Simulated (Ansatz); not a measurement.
A 4-atom cell of SnO started from a crystallographic database, relaxed with r2SCAN+rVV10. Space group P4/nmm (No. 129), tetragonal; conventional cell a = 3.793 Å, c = 4.758 Å, 17.11 Å³ an atom. Sn has 4 O at 2.22 Å; O has 4 Sn at 2.22 Å.

```
Sn O
1.0
     3.79265    0.00000    0.00000
     0.00000    3.79265    0.00000
     0.00000    0.00000    4.75821
Sn O
2 2
Direct
  0.50000 0.00000 0.24103
  0.00000 0.50000 0.75897
  0.00000 0.00000 0.00000
  0.50000 0.50000 0.00000
```

3 runs of Ansatz 0.2.0 on this cell differ in the functional (and in the settings that go with it). Levels are in eV from each run's valence top; v1 is the last filled band, c1 the first empty one.

Run A, mean stress +1.2 GPa (compression positive):
```tsv
point	v4	v3	v2	v1	c1	c2
Γ	-3.99	-3.67	-3.67	0.00	2.51	4.73
X	-5.38	-5.38	-3.11	-3.11	3.55	3.55
M	-2.99	-2.99	-2.19	-2.19	0.02	0.02
Z	-3.69	-3.69	-2.97	-2.62	2.01	2.95
R	-5.34	-5.34	-2.09	-2.09	2.87	2.87
A	-3.06	-3.06	-2.99	-2.99	2.36	2.36
```

Run B, mean stress -1.9 GPa (compression positive):
```tsv
point	v4	v3	v2	v1	c1	c2
Γ	-3.49	-3.19	-3.19	-0.01	2.19	4.44
X	-4.91	-4.91	-2.76	-2.76	3.25	3.25
M	-2.51	-2.51	-1.90	-1.90	0.00	0.00
Z	-3.21	-3.21	-3.00	-2.19	1.58	2.83
R	-4.86	-4.86	-1.73	-1.73	2.67	2.67
A	-2.78	-2.78	-2.51	-2.51	2.35	2.35
```

Run C, mean stress +0.8 GPa (compression positive):
```tsv
point	v4	v3	v2	v1	c1	c2
Γ	-4.55	-4.22	-4.22	0.00	2.85	5.18
X	-6.04	-6.04	-3.40	-3.40	3.93	3.93
M	-3.50	-3.50	-2.33	-2.33	0.24	0.24
Z	-4.24	-4.24	-3.10	-2.97	2.34	3.36
R	-6.00	-6.00	-2.33	-2.33	3.23	3.23
A	-3.50	-3.50	-3.26	-3.26	2.67	2.67
```

Q: Match the runs to LDA, r2SCAN, HSE06.

A: A is r2SCAN, B is LDA, C is HSE06. In order of the gap: LDA 0, r2SCAN 0.02, HSE06 0.24 eV.

Spin-unpolarised throughout; all numbers are computed.

No spin-orbit coupling is included; it can move band edges with weight on the heavy atoms by tenths of an eV.

The program warns that its thresholds are loose for a hybrid's stress.

Gaps or overlaps of about a tenth of an eV are at the limit of these meshes: between the points read a gap can be smaller or closed.

The meshes of the hybrids are coarse, so their gaps aren't converged to the digits shown.
